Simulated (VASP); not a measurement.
# Zn (Fm-3m) in VASP: single point with PBEsol

Aim: the single point of Zn with PBEsol.

Program: VASP 6.6.1. These are calculated values, not measurements. Logs are shortened: lines on timing, memory, paths and dates and some standing lists are left out, and cuts for length are marked.

**1. The crystal as given**

Symmetry: Fm-3m, No. 225, cubic system. The conventional cell has a = 3.930 Å, b = 3.930 Å, c = 3.930 Å, α = 90.00°, β = 90.00°, γ = 90.00°. Zn (site symmetry m-3m) has 12 Zn at 2.78 Å as nearest neighbours.

This isn't the form of Zn at room conditions, which is hcp.

**2. Single point, PBEsol**

Contents of INCAR:

```
SYSTEM = Zn
PREC = Accurate
ENCUT = 520
EDIFF = 1E-7
ISMEAR = 0
SIGMA = 0.1
LREAL = .False.
LASPH = .True.
NELM = 100
ALGO = Normal
ISIF = 2
LWAVE = .False.
LCHARG = .False.
GGA = PS
NBANDS = 12
```

Contents of KPOINTS:

```
Automatic mesh
0
Gamma
  8 8 8
  0 0 0
```

Contents of POSCAR:

```
Zn
1.0
    0.0000000000      1.9647760000      1.9647760000
    1.9647760000      0.0000000000      1.9647760000
    1.9647760000      1.9647760000      0.0000000000
Zn
1
Direct
    0.0000000000      0.0000000000      0.0000000000
```

Potentials or basis: VASP PAW PBE potentials, release 64 (Zn).

On the command line:

```bash
cat potpaw_PBE.64/Zn/POTCAR > POTCAR
mpirun -np 1 vasp_std > vasp.out
```

OUTCAR:

```text
SYSTEM = Zn
   PREC = Accurate
   ENCUT = 520
   EDIFF = 1E-7
   ISMEAR = 0
   LREAL = .False.
   LASPH = .True.
   NELM = 100
   ISIF = 2
   GGA = PS

 ion  position               nearest neighbor table
   1  0.000  0.000  0.000-

  LATTYP: Found a face centered cubic cell.
 ALAT       =     3.9295520000

  Lattice vectors:

 A1 = (   0.0000000000,   1.9647760000,   1.9647760000)
 A2 = (   1.9647760000,   0.0000000000,   1.9647760000)
 A3 = (   1.9647760000,   1.9647760000,   0.0000000000)

Analysis of symmetry for initial positions (statically):
=====================================================================
 Subroutine PRICEL returns:
 Original cell was already a primitive cell.

 Routine SETGRP: Setting up the symmetry group for a
 face centered cubic supercell.

 Subroutine GETGRP returns: Found 48 space group operations
 (whereof 48 operations were pure point group operations)
 out of a pool of 48 trial point group operations.

The static configuration has the point symmetry O_h .

Analysis of symmetry for dynamics (positions and initial velocities):
=====================================================================
 Subroutine PRICEL returns:
 Original cell was already a primitive cell.

 Routine SETGRP: Setting up the symmetry group for a
 face centered cubic supercell.

 Subroutine GETGRP returns: Found 48 space group operations
 (whereof 48 operations were pure point group operations)
 out of a pool of 48 trial point group operations.

The dynamic configuration has the point symmetry O_h .

 Subroutine INISYM returns: Found 48 space group operations
 (whereof 48 operations are pure point group operations),
 and found     1 'primitive' translations

----------------------------------------------------------------------------------------

                                     Primitive cell

  volume of cell :      15.1694

  direct lattice vectors                    reciprocal lattice vectors
     0.000000000  1.964776000  1.964776000    -0.254481936  0.254481936  0.254481936
     1.964776000  0.000000000  1.964776000     0.254481936 -0.254481936  0.254481936
     1.964776000  1.964776000  0.000000000     0.254481936  0.254481936 -0.254481936

  length of vectors
     2.778612866  2.778612866  2.778612866     0.440775643  0.440775643  0.440775643

  position of ions in fractional coordinates (direct lattice)
     0.000000000  0.000000000  0.000000000

  ion indices of the primitive-cell ions
   primitive index   ion index
                 1           1

----------------------------------------------------------------------------------------

 KPOINTS: Automatic mesh

Automatic generation of k-mesh.
 Grid dimensions read from file:
 generate k-points for:    8    8    8

 Generating k-lattice:

  Cartesian coordinates                     Fractional coordinates (reciprocal lattice)
    -0.031810242  0.031810242  0.031810242     0.125000000  0.000000000  0.000000000
     0.031810242 -0.031810242  0.031810242     0.000000000  0.125000000  0.000000000
     0.031810242  0.031810242 -0.031810242     0.000000000  0.000000000  0.125000000

  Length of vectors
     0.055096955  0.055096955  0.055096955

  Shift w.r.t. Gamma in fractional coordinates (k-lattice)
     0.000000000  0.000000000  0.000000000

 Subroutine IBZKPT returns following result:
 ===========================================

 Found     29 irreducible k-points:

 Following reciprocal coordinates:
            Coordinates               Weight
  0.000000  0.000000  0.000000      1.000000
  0.125000  0.000000  0.000000      8.000000
  0.250000  0.000000  0.000000      8.000000
  0.375000  0.000000  0.000000      8.000000
  0.500000  0.000000  0.000000      4.000000
  0.125000  0.125000  0.000000      6.000000
[... 16 lines left out ...]
  0.500000  0.250000  0.125000     48.000000
 -0.375000  0.250000  0.125000     24.000000
 [... further k-points ...]
   k-points           NKPTS =     29   k-points in BZ     NKDIM =     29   number of bands    NBANDS=     12
   number of dos      NEDOS =    301   number of ions     NIONS =      1
   total plane-waves  NPLWV =  13824
   dimension x,y,z NGX =    24 NGY =   24 NGZ =   24
   dimension x,y,z NGXF=    48 NGYF=   48 NGZF=   48
   ions per type =               1
   NGX,Y,Z   is equivalent  to a cutoff of  14.36, 14.36, 14.36 a.u.
   NGXF,Y,Z  is equivalent  to a cutoff of  28.72, 28.72, 28.72 a.u.
 SYSTEM =  Zn
   PREC   = accura    normal or accurate (medium, high low for compatibility)
   ISTART =      0    job   : 0-new  1-cont  2-samecut
   ICHARG =      2    charge: 1-file 2-atom 10-const
   ISPIN  =      1    spin polarized calculation?
   LNONCOLLINEAR =      F non collinear calculations
   LSORBIT =      F    spin-orbit coupling
   LASPH  =      T    aspherical Exc in radial PAW
   ENCUT  =  520.0 eV  38.22 Ry    6.18 a.u.   5.17  5.17  5.17*2*pi/ulx,y,z
   NELM   =    100;   NELMIN=  2; NELMDL= -5     # of ELM steps
   EDIFF  = 0.1E-06   stopping-criterion for ELM
   LREAL  =      F    real-space projection
   EDIFFG = 0.1E-05   stopping-criterion for IOM
   NSW    =      0    number of steps for IOM
   IBRION =     -1    ionic relax: 0-MD 1-quasi-New 2-CG
   NFREE  =      0    steps in history (QN), initial steepest desc. (CG)
   ISIF   =      2    stress and relaxation
   ISYM   =      2    0-nonsym 1-usesym 2-fastsym
   POTIM  = 0.5000    time-step for ionic-motion
   TEBEG  =    0.0;   TEEND  =   0.0 temperature during run
   PSTRESS=    0.0 pullay stress
   NELECT =      12.0000    total number of electrons
   NUPDOWN=      -1.0000    fix difference up-down
   EMIN   =  10.00;   EMAX   =-10.00  energy-range for DOS
   EFERMI =   0.00;   METHOD = LEGACY
   ISMEAR =     0;   SIGMA  =   0.10  broadening in eV -4-tet -1-fermi 0-gaus
   EFERMI_NEDOS =   21; number of points for ismear=-14 and -15
   IALGO  =     38    algorithm
   IMIX   =      4    mixing-type and parameters
     AMIX     =   0.40;   BMIX     =  1.00
     AMIX_MAG =   1.60;   BMIX_MAG =  1.00
  volume/ion in A,a.u.               =      15.17       102.37
  Fermi-wavevector in a.u.,A,eV,Ry     =   1.514069  2.861175 31.190044  2.292404
  Thomas-Fermi vector in A             =   2.623775
   LORBIT       =      0    0 simple, 1 ext, 2 COOP (PROOUT), +10 PAW based schemes
   GGA     = PS    functional components
   LHFCALC =     F    Hartree Fock is set to
   AEXX    =    0.0000 exact exchange contribution
   IVDW    =     0    specifies the selected vdW correction
   LEPSILON=     F    determine dielectric tensor
   LRPA    =     F    only Hartree local field effects (RPA)
 non-spin polarized calculation
 Gauss-broadening in eV      SIGMA  =   0.10
  energy-cutoff  :      520.00
  volume of cell :       15.17
 maximum number of plane-waves:       419
 NGX is ok and might be reduce to    24
   NGX = 11   NGY = 11   NGZ = 11

 number of electron      12.0000008 magnetization

 Free energy of the ion-electron system (eV)
  ---------------------------------------------------
  ext. energy  EPLUGINS =         0.00000000
  ---------------------------------------------------
  free energy    TOTEN  =        -1.53965693 eV

  energy without entropy =       -1.53793925  energy(sigma->0) =       -1.53879809

 E-fermi :   2.5654     XC(G=0): -11.7244

 val. band max:        2.4078912700   @ k =  -0.3750   0.3750   0.1250
 cond. band min:       2.6520096787   @ k =   0.5000   0.1250   0.0000
 fundamental gap:      0.2441184087
 Fermi energy:         2.5653673596

 k-point     1 :       0.0000    0.0000    0.0000
  band No.  band energies     occupation
      1      -7.4581      2.00000
      2      -4.6709      2.00000
      3      -4.6709      2.00000
      4      -4.6709      2.00000
      5      -4.2868      2.00000
      6      -4.2868      2.00000
      7      21.1534      0.00000
      8      21.1534      0.00000
      9      21.1534      0.00000
     10      21.8255      0.00000
     11      23.9363      0.00000
     12      23.9363      0.00000

 k-point     2 :       0.1250    0.0000    0.0000
  band No.  band energies     occupation
      1      -6.9930      2.00000
      2      -4.7012      2.00000
      3      -4.6239      2.00000
      4      -4.6239      2.00000
      5      -4.2964      2.00000
      6      -4.2964      2.00000
      7      16.0396      0.00000
      8      20.0739      0.00000
      9      20.0739      0.00000
     10      21.4774      0.00000
     11      25.8010      0.00000
     12      25.8010      0.00000

 k-point     3 :       0.2500    0.0000    0.0000
  band No.  band energies     occupation
      1      -5.8388      2.00000
      2      -4.5905      2.00000
      3      -4.5905      2.00000
      4      -4.5191      2.00000
      5      -4.2342      2.00000
      6      -4.2342      2.00000
      7      10.2122      0.00000
      8      18.8982      0.00000
      9      18.8982      0.00000
     10      21.0558      0.00000
     11      24.7618      0.00000
     12      24.7618      0.00000
[... 286 lines left out ...]
 k-point    23 :       0.5000    0.2500    0.1250
  band No.  band energies     occupation
      1      -5.0469      2.00000
      2      -4.7734      2.00000
      3      -4.6392      2.00000
      4      -4.3604      2.00000
      5      -4.0938      2.00000
      6      -1.2561      2.00000
      7       6.2818      0.00000
      8      11.1334      0.00000
      9      13.7117      0.00000
     10      20.7189      0.00000
     11      23.8824      0.00000
     12      26.5587      0.00000

 k-point    24 :      -0.3750    0.2500    0.1250
  band No.  band energies     occupation
      1      -5.0717      2.00000
      2      -4.8324      2.00000
      3      -4.4750      2.00000
      4      -4.4317      2.00000
      5      -4.0254      2.00000
      6       1.7502      2.00000
      7       2.3481      1.99788
      8      11.6592      0.00000
      9      12.2396      0.00000
     10      20.6037      0.00000
     11      23.5693      0.00000
     12      31.1773      0.00000

 [... further k-points ...]

------------------------ aborting loop because EDIFF is reached ----------------------------------------

  FORCE on cell =-STRESS in cart. coord.  units (eV):
  Direction    XX          YY          ZZ          XY          YZ          ZX
  --------------------------------------------------------------------------------------
  -------------------------------------------------------------------------------------
  Total       -0.4253163     -0.4253163     -0.4253163      0.0000000     -0.0000000      0.0000000
  in kB      -44.9214217    -44.9214217    -44.9214217      0.0000000     -0.0000000      0.0000000
  external PRESSURE =     -44.9214217 kB  Pullay stress =       0.0000000 kB

 VOLUME and BASIS-vectors are now :
 -----------------------------------------------------------------------------
  energy-cutoff  :      520.00
  volume of cell :       15.17
      direct lattice vectors                 reciprocal lattice vectors
     0.000000000  1.964776000  1.964776000    -0.254481936  0.254481936  0.254481936
     1.964776000  0.000000000  1.964776000     0.254481936 -0.254481936  0.254481936
     1.964776000  1.964776000  0.000000000     0.254481936  0.254481936 -0.254481936

 POSITION                                       TOTAL-FORCE (eV/Angst)
 -----------------------------------------------------------------------------------
      0.00000      0.00000      0.00000         0.000000     -0.000000      0.000000
 -----------------------------------------------------------------------------------
    total drift:                               -0.000000      0.000000     -0.000000

  FREE ENERGIE OF THE ION-ELECTRON SYSTEM (eV)
  ---------------------------------------------------
  free  energy   TOTEN  =        -1.5396569258 eV

  energy  without entropy=       -1.5379392514  energy(sigma->0) =       -1.53879809
```

It took 4.3 s on 1 thread of Intel Xeon Platinum 8488C (Sapphire Rapids), shared host; peak memory 0.13 GiB.

What came out:

- Free energy: -1.5397 eV
- Pressure: -4.5 GPa
- Band gap on the k mesh: none (metal or under the smearing width)

Levels at points of the mesh, in eV from the Fermi level:
```
           k point  band 4  band 5  band 6  band 7  band 8  band 9
(0.00, 0.00, 0.00)   -7.24   -6.85   -6.85   18.59   18.59   18.59
(0.50, 0.00, 0.00)   -6.57   -6.57   -2.57   -1.04   15.57   15.57
(0.50, 0.50, 0.00)   -6.50   -6.50   -0.66    2.07    8.75    8.75
```

Caveat: the PAW data sets were made with another functional, which shifts forces and pressure a little.
